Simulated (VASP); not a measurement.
## Sb: single point with RPBE

Sb:

```
Sb
1.0
     0.00000    2.31179    2.31179
     2.31179    0.00000    2.31179
     2.31179    2.31179    0.00000
Sb
1
Cartesian
  0.0000 0.0000 0.0000
```

This isn't the form of Sb at room conditions, which is rhombohedral.

| Property | Result |
| --- | --- |
| Program | VASP 6.6.1 |
| Task | single point |
| Functional | RPBE |
| Potentials or basis | VASP PAW PBE potentials, release 64 (Sb) |
| Cutoff | 520 eV |
| k mesh | 13 × 13 × 13 |
| Occupations | fermi-dirac, width 0.1 eV |
| Spin | no spin polarisation |
| Dipole correction | no |
| Further INCAR settings | ALGO = Normal; EDIFF = 1e-06; NBANDS = 8 |

```json
{
  "Pressure": "9.1 GPa",
  "Band gap on the k mesh": "none (metal or under the smearing width)"
}
```

Levels at points of the mesh, in eV from the Fermi level:
| k point | band 1 | band 2 | band 3 | band 4 | band 5 | band 6 |
| --- | --- | --- | --- | --- | --- | --- |
| (0.00, 0.00, 0.00) | -13.63 | 6.01 | 6.01 | 6.01 | 10.16 | 10.19 |

Run time: 13 s on 1 thread of AMD EPYC 7R43 64-Core Processor (Zen 3), on a shared host, peak memory 0.11 GiB.

Caveat: the PAW data sets were made with another functional, which shifts forces and pressure a little. Spin-orbit coupling is left out, which matters for the levels of Sb.
